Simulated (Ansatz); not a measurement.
SnSe: a sublattice moved along a line

Computed with Ansatz, DFT LDA, scalar-relativistic, plane waves, PAW. The runs took a 420 eV cutoff, a Γ-centred 8×4×14 mesh and Gaussian smearing (0.15 eV). No spin polarisation. Energies are free energies at this smearing, counted from the undisturbed cell; pressure is positive in compression.

The undisturbed cell (relaxed at this level; with this scan's settings it stands at 0.2 GPa; this form isn't the usual structure):

```
Sn Se
1.0
     5.73157    0.00000    0.00000
     0.00000   11.76075    0.00000
     0.00000    0.00000    2.97358
Sn Se
4 4
Direct
  0.50000 0.36853 0.99972
  0.50000 0.63147 0.99972
  0.00000 0.86853 0.00028
  0.00000 0.13147 0.00028
  0.50000 0.14034 0.99976
  0.50000 0.85966 0.99976
  0.00000 0.64034 0.00024
  0.00000 0.35966 0.00024
```

Every Sn atom is moved by x along the Cartesian unit vector (0.000, 0.000, 1.000); the cell and all other atoms stay fixed. The cell is metallic on the mesh throughout.

```tsv
x (Å)	ΔE (meV/cell)
-0.5000	232.9
-0.2500	51.4
0.0000	0.0
0.3750	122.7
```

Predict the force along x on the moved atoms (eV/Å) at each point.

```csv
x (Å),force along x on the moved atoms (eV/Å)
-0.5000,1.05
-0.2500,0.43
0.0000,0.00
0.3750,-0.72
```